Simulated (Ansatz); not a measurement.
A 2-atom cell of BN (Fmm2) from a materials database, relaxed with r2SCAN+rVV10 in Ansatz 0.2.0. It is orthorhombic, Fmm2 (No. 42); conventional cell a = 2.502 Å, b = 6.586 Å, c = 4.327 Å, 8.91 Å³ an atom. Around B lie 3 N at 1.44 Å; around N lie 3 B at 1.44 Å.

The axes x, y and z are those of this cell:
```
CELL_PARAMETERS angstrom
0.00000 3.29286 2.16328
1.25096 0.00000 2.16328
1.25096 3.29286 0.00000
ATOMIC_POSITIONS crystal
B 0.00011 0.00011 0.99989
N 0.66659 0.66659 0.33341
```

Unstrained: With PBE the valence top lies at k = (1/2, 0.365, -0.135) and the conduction bottom at T, 3.479 eV higher; the smallest vertical gap, at Γ–Σ₀ (0.90 of the way from Γ), is 4.545 eV. With r2SCAN the valence top lies at k = (1/2, 0.365, -0.135) and the conduction bottom at T, 3.936 eV higher; the smallest vertical gap, at Γ–Σ₀ (0.90 of the way from Γ), is 5.156 eV. HSE06 gives an indirect gap of 4.677 eV, from k = (1/2, 0.365, -0.135) to T; the least direct gap is 5.925 eV at Γ–Σ₀ (0.90 of the way from Γ). Meshes: PBE 12×12×12, r2SCAN 12×12×12, HSE06 8×8×8. Strains are changes of length per length, and xy shears are angles. After each strain the atoms were relaxed again with r2SCAN+rVV10 within the symmetry that the strain leaves, so tilts or polar shifts that break it weren't tested; points keep the names that they have in the unstrained zone. Calculated for a static, non-magnetic cell.

Problem. Estimate what xy shear, engineering strain (angle) -0.35 % does to the gap.

Solution. PBE: the gap goes from 3.479 to 3.478 eV (-0.001 eV); the edges go from (1/2, 0.365, -0.135) → T to (0.495, -0.365, 0.133) → T. r2SCAN: the gap goes from 3.936 to 3.936 eV (0.000 eV); the edges go from (1/2, 0.365, -0.135) → T to (0.495, -0.365, 0.133) → T. HSE06: the gap goes from 4.677 to 4.677 eV (0.000 eV); the edges go from (1/2, 0.365, -0.135) → T to (0.495, -0.365, 0.133) → T.

Problem. Apply uniaxial -0.34 % along z, other directions held. How far does the gap move, against the unstrained cell?

Solution. PBE: the gap goes from 3.479 to 3.506 eV (+0.027 eV). r2SCAN: the gap goes from 3.936 to 3.966 eV (+0.030 eV). HSE06: the gap goes from 4.677 to 4.706 eV (+0.029 eV).

Problem. Apply uniaxial -2.04 % along y, other directions held. How far does the gap move, against the unstrained cell?

Solution. PBE: the gap goes from 3.479 to 3.353 eV (-0.126 eV); the edges go from (1/2, 0.365, -0.135) → T to (1/2, 0.367, -0.133) → T. r2SCAN: the gap goes from 3.936 to 3.807 eV (-0.129 eV); the edges go from (1/2, 0.365, -0.135) → T to (1/2, 0.367, -0.133) → T. HSE06: the gap goes from 4.677 to 4.542 eV (-0.135 eV); the edges go from (1/2, 0.365, -0.135) → T to (1/2, 0.367, -0.133) → T.

Problem. Apply isotropic +5.36 % on every length. How far does the gap move, against the unstrained cell?

Solution. PBE: the gap goes from 3.479 to 3.422 eV (-0.057 eV); the edges go from (1/2, 0.365, -0.135) → T to (0.497, 0.362, -0.141) → T. r2SCAN: the gap goes from 3.936 to 3.876 eV (-0.060 eV); the edges go from (1/2, 0.365, -0.135) → T to (0.497, 0.362, -0.141) → T. HSE06: the gap goes from 4.677 to 4.628 eV (-0.049 eV); the edges go from (1/2, 0.365, -0.135) → T to (0.497, 0.362, -0.141) → T.

Where an edge lies off the special points, it is a point of the mesh or the k point where a search put PBE's edge or least direct gap, reused for the other functionals, whose own edges may lie a little apart.

Coordinates of k points refer to the reciprocal vectors of the primitive cell of the runs.

The meshes of the hybrids are coarse, so their gaps aren't converged to the digits shown.
